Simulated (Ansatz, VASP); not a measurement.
**One calculation of Te, two programs**

INCAR

```
SYSTEM = Te
  ALGO = Normal
  EDIFF = 1E-7
  EDIFFG = -0.02
  ENCUT = 600
  GGA = PS
  IBRION = 2
  ISIF = 3
  ISMEAR = -1
  LASPH = .True.
  LCHARG = .False.
  LREAL = .False.
  LWAVE = .False.
  NELM = 60
  NSW = 40
  PREC = Accurate
  PSTRESS = 0
  SIGMA = 0.05
```

File KPOINTS:

```
k-points
0
Gamma
  9 9 9
  0 0 0
```

File POSCAR:

```
Te
1.0
    2.3059043427      1.3313144930      1.6909537039
   -2.3059043427      1.3313144930      1.6909537039
    0.0000000000     -2.6626289860      1.6909537039
Te
1
Direct
    0.5000000000      0.5000000000      0.5000000000
```

The input input.yaml:

```yaml
crystal:
  lattice:
    - [2.3059043427, 1.331314493, 1.6909537039]
    - [-2.3059043427, 1.331314493, 1.6909537039]
    - [0.0, -2.662628986, 1.6909537039]
  atoms:
    - { symbol: Te, position: [0.5, 0.5, 0.5] }
hamiltonian:
  xc: pbesol
  pseudopotentials: { kind: paw }
kpoints:
  mp_grid: { grid: [9, 9, 9] }
scf:
  occupations: { method: fermi_dirac, width: 0.05 }
output:
  forces: true
  stress: true
  eigenvalues: true
relax:
  f_tol: 0.01
  max_steps: 40
  cell: { stress_tol: 0.05 }
```

This isn't the form of Te at room conditions, which is trigonal, of chains.

Alike in both runs: task relaxation of cell and atoms; functional PBEsol; k mesh 9 × 9 × 9; occupations fermi-dirac, width 0.05 eV; no spin polarisation.

|  | VASP | Ansatz |
| --- | --- | --- |
| version | VASP 6.6.1 | Ansatz 0.2.0 |
| potentials or method | VASP PAW PBE potentials, release 64 (Te) | Ansatz PAW |
| plane-wave cutoff (eV) | 600 | 420 |
| valence electrons in the cell | 6 | 16 |

```tsv
	VASP	Ansatz	Ansatz less VASP
gap on the k mesh at the Fermi level, each at its own relaxed structure (eV)	none	none	-
relaxed volume (Å³/atom)	31.15	31.29	+0.145
relaxed cell length with the largest relative difference (Å)	3.154	3.153	-0.0008
energy change over the relaxation (meV/atom)	0	-1	-1.1
```

A gap of «none» marks a metal or a gap that the smearing closes. The two sets of potentials don't hold the same shells in valence.

Caveats: the relaxation stopped at its first step, so nothing moved (VASP); the PAW data sets were made with another functional, which shifts forces and pressure a little (VASP); the plane-wave basis is chosen anew once the cell has moved, so the energies of steps on either side of that aren't comparable (Ansatz); the PAW data sets come from PBE, with cores solved anew for the run's functional, which leaves a small shift of forces and pressure (Ansatz). Spin-orbit coupling is left out, which matters for the levels of Te.
